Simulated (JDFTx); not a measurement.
A run of JDFTx 1.7.0 (patched build):

Ag.in

```
lattice \
    0.0000000000     3.8602380411     3.8602380411 \
    3.8602380411     0.0000000000     3.8602380411 \
    3.8602380411     3.8602380411     0.0000000000
coords-type Lattice
ion Ag     0.0000000000     0.0000000000     0.0000000000 1

ion-species pseudo/Ag.upf
elec-cutoff 40
elec-ex-corr gga-x-am05 gga-c-am05
kpoint-folding 6 6 6
elec-smearing Fermi 0.0018374661
elec-n-bands 15
electronic-SCF nIterations 100 energyDiffThreshold 1e-09
electronic-minimize nIterations 30 energyDiffThreshold 1e-7
forces-output-coords Cartesian
lattice-minimize nIterations 40 energyDiffThreshold 1e-6

dump-name run.$VAR
dump End Ecomponents EigStats BandEigs Kpoints Forces Stress
```

Potentials or basis: SG15-PBE-1.2 with smoothed tails.

Run with:

```bash
$ jdftx -c 1 -i Ag.in -o Ag.out
```

Hardware: 1 thread of Arm Neoverse V2, on a shared host.

Problem. Estimate the wall time of this run.

Solution. It took 42 s on 1 thread of Arm Neoverse V2, on a shared host, peak memory 0.05 GiB. Counts: scf iterations 79, bands 15, k points 16, plane waves 1391, ion steps 5.
